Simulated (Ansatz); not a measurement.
# Ir: pressure against volume scale

Results calculated with Ansatz 0.2.0, not measured. Periodic Kohn-Sham DFT of a crystal at fixed atoms, scaled to volume_scale times the given cell; pressure positive in compression, energy less spherical unpolarised free atoms, largest_vzz the field gradient of largest size among the nuclei.

The cell before it is scaled or strained (space group Fm-3m, No. 225):
```
CELL_PARAMETERS angstrom
0.00000 1.91970 1.91970
1.91970 0.00000 1.91970
1.91970 1.91970 0.00000
ATOMIC_POSITIONS crystal
Ir 0.00000 0.00000 0.00000
```

Settings of every row: method all-electron PAW; functional PBE; relativity scalar; k mesh 15x15x15; filling fermi-dirac; smearing width 0.05 eV; nucleus gaussian.

Atom start moment: 0 on all atoms.

Limits: no spin-orbit coupling on heavy atoms.

```
row  volume scale  V (Å³/atom)  pressure (GPa)
  1          0.94         13.3           37.09
  2        0.9405       13.307          36.811
  3          0.96       13.583          26.546
  4          0.98       13.866          17.175
  5          0.99       14.008          12.887
  6             1       14.149               ?
  7          1.01       14.291            5.04
  8          1.02       14.432           1.447
  9          1.04       14.715          -5.123
 10          1.06       14.998         -10.953
```

Question: what pressure should row 6 give?

Worked fit of pressure. Take u = (V_r/V)^(2/3) − 1 with V_r = 14.008 Å³ an atom, which is twice the finite (Eulerian) strain; such expansions in the strain, on which the Birch-Murnaghan equation of state is built, carry the rest volume and the bulk modulus. The shown rows have u = 0.03518, 0.03482, 0.02075, 0.00682, 0, -0.01325, -0.01968, -0.03229, -0.0445. Least squares give pressure = 12.8798 + 617.773 × u + 1931.33 × u² + 1916 × u³ GPa; a parabola predicts inner rows, each left out in turn, worse (root mean square 0.032 against 0.011 GPa). The rows lie off it by 0.003, -0.002, -0.001, -0.008, 0.007, 0.011, -0.008, -0.004, 0.002 (root mean square 0.0061 GPa). The pressure vanishes at u = -0.0224, or V = 14.49 Å³ an atom, and there the bulk modulus at fixed shape and fractions is B = −V dP/dV = (2/3)(1 + u) dP/du = 348 GPa. The withheld row has u = -0.00665, so the fit gives 12.8798 + 617.773 × (-0.00665) + 1931.33 × (-0.00665)² + 1916 × (-0.00665)³ = 8.856 GPa.

The calculation gave 8.846 GPa. The fit lies 0.010 GPa (0.021 % of the column's range) above it; its largest miss of a shown row is 0.011 GPa.
